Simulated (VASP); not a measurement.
Wanted: the native input for a VASP 6.6.1 run.

```
Task                   : relaxation of cell and atoms
Functional             : PBE
Potentials or basis    : VASP PAW PBE potentials, release 64 (Ga_d, As)
Cutoff                 : 520 eV
k mesh                 : 8 × 8 × 8
Occupations            : gaussian, width 0.1 eV
Spin                   : no spin polarisation
Further INCAR settings : ALGO = Normal; EDIFF = 1e-06; IBRION = 2; EDIFFG = -0.01; NSW = 90; ISIF = 3
```

The structure of GaAs lies in POSCAR:

```
GaAs
1.0
    0.0000000000      2.8268500000      2.8268500000
    2.8268500000      0.0000000000      2.8268500000
    2.8268500000      2.8268500000      0.0000000000
Ga As
1 1
Direct
    0.0000000000      0.0000000000      0.0000000000
    0.7500000000      0.7500000000      0.7500000000
```

These files were run (other wordings do the same):

INCAR

```
SYSTEM = GaAs
ALGO     = Normal         ! electronic algorithm
EDIFF    = 1E-6           ! SCF threshold, eV
EDIFFG   = -0.01          ! ionic threshold
ENCUT    = 520            ! plane-wave cutoff, eV
GGA      = PE             ! functional
IBRION   = 2              ! ionic algorithm
ISIF     = 3              ! what is computed and relaxed
ISMEAR   = 0              ! smearing method
LASPH    = .True.         ! aspherical terms in the spheres
LCHARG   = .False.        ! write CHGCAR
LREAL    = .False.        ! projectors in reciprocal space
LWAVE    = .False.        ! write WAVECAR
NELM     = 120            ! most SCF steps
NSW      = 90             ! ionic steps
PREC     = Accurate       ! precision mode
SIGMA    = 0.1            ! smearing width, eV
```

KPOINTS

```
k-points
0
Gamma
  8 8 8
  0 0 0
```

Potentials or basis: VASP PAW PBE potentials, release 64 (Ga_d, As).

Launch:

```bash
$ cat potpaw_PBE.64/Ga_d/POTCAR potpaw_PBE.64/As/POTCAR > POTCAR
$ mpirun -np 1 vasp_std > vasp.out
```

It gave:

```
Relaxed volume                         : 23.77 Å³/atom
Relaxed cell                           : a = 4.066 Å, b = 4.066 Å, c = 4.066 Å, α = 60.00°, β = 60.00°, γ = 60.00°
Space group after relaxing (to 0.05 Å) : F-43m (No. 216)
Energy gained by relaxing              : 12.1 meV/atom
Ionic steps                            : 3
Pressure after relaxing                : -0.1 GPa
Band gap on the k mesh                 : 0.14 eV, direct
```

Wall time 18 s on 1 thread of Intel(R) Xeon(R) 6975P-C (Granite Rapids), on a shared host, peak memory 0.18 GiB.
